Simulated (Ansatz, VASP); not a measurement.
## One calculation of Na2HF, two programs

```
Na H F
1.0
     3.29288    0.00000    0.00000
    -1.64644    2.85172    0.00000
     0.00000    0.00000    5.79966
Na H F
2 1 1
Direct
  0.66667 0.33333 0.25475
  0.66667 0.33333 0.74525
  0.00000 0.00000 0.00000
  0.33333 0.66667 0.50000
```

Alike in both runs: functional PBE; k mesh 6 × 6 × 4; occupations gaussian, width 0.1 eV; no spin polarisation.

Ansatz relaxed the structure, and its values are those at the end. VASP's run is a single point on that final structure, the one shown.

```csv
,VASP,Ansatz
version,VASP 6.6.1,Ansatz 0.2.0
potentials or method,"VASP PAW PBE potentials, release 64 (Na_pv, H, F)","scalar-relativistic, plane waves, PAW"
plane-wave cutoff (eV),520,420
valence electrons in the cell,22,26
```

|  | VASP | Ansatz | Ansatz less VASP |
| --- | --- | --- | --- |
| gap on the k mesh at the Fermi level (eV) | 3.14 | 3.15 | +0.004 |
| least direct gap on the mesh (eV) | 5.02 | 5.02 | +0.001 |
| pressure (GPa) | -0.2 | -0.1 | +0.11 |
| rms of the force components (eV/Å) | 0.016 | 0.014 | -0.0016 |

The functional is the same, so the differences come from potentials, cutoffs and numerics. The two sets of potentials don't hold the same shells in valence.

A k mesh can miss the band edges. Expect the measured gap to be larger: semilocal functionals such as PBE lack the derivative discontinuity.
